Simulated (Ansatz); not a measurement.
Runs of Ansatz 0.2.0 on Ge. The structure is cubic, space group Pm-3m (No. 221). Conventional cell: a = 2.710 Å, b = 2.710 Å, c = 2.710 Å, α = 90.00°, β = 90.00°, γ = 90.00°. Around Ge (site symmetry m-3m) lie 6 Ge at 2.71 Å. The cell was built by a generator and needn't be a form met in nature.

| task | level | cell | k mesh | cutoff (eV) | mesh quality | gap on the mesh (eV) | pressure (GPa) |
| --- | --- | --- | --- | --- | --- | --- | --- |
| projected density of states | PBEsol | as given | 6 × 6 × 6 | 420 | coarse | none | -3.7 |
| relaxation of cell and atoms | PBE | relaxed | 10 × 10 × 10 | 420 | not flagged | none | 0.0 |
| projected density of states | HSE06 | as given | 6 × 6 × 6 | 420 | coarse | none | -2.7 |
| projected density of states | LDA | as given | 6 × 6 × 6 | 420 | coarse | none | (a) |
| projected density of states | r2SCAN0 | as given | 6 × 6 × 6 | 500 | coarse | none | -4.0 |

Alike in all rows: potentials or basis Ansatz PAW; no spin polarisation; smearing fermi-dirac 0.05 eV.

Task: Estimate the missing entries.

Result: (a) -5.4.

Caveats: some runs use coarse meshes; the PAW data sets come from PBE, with cores solved anew for the run's functional, which leaves a small shift of forces and pressure (some runs); the density of states is complete only up to the lowest level of the last band computed (some runs); the thresholds are loose for stress (some runs); the plane-wave basis is chosen anew once the cell has moved, so the energies of steps on either side of that aren't comparable (some runs).

A k mesh can miss the band edges, and the runs leave out spin-orbit coupling on Ge.

A gap of «none» marks a metal or a gap under the smearing width.
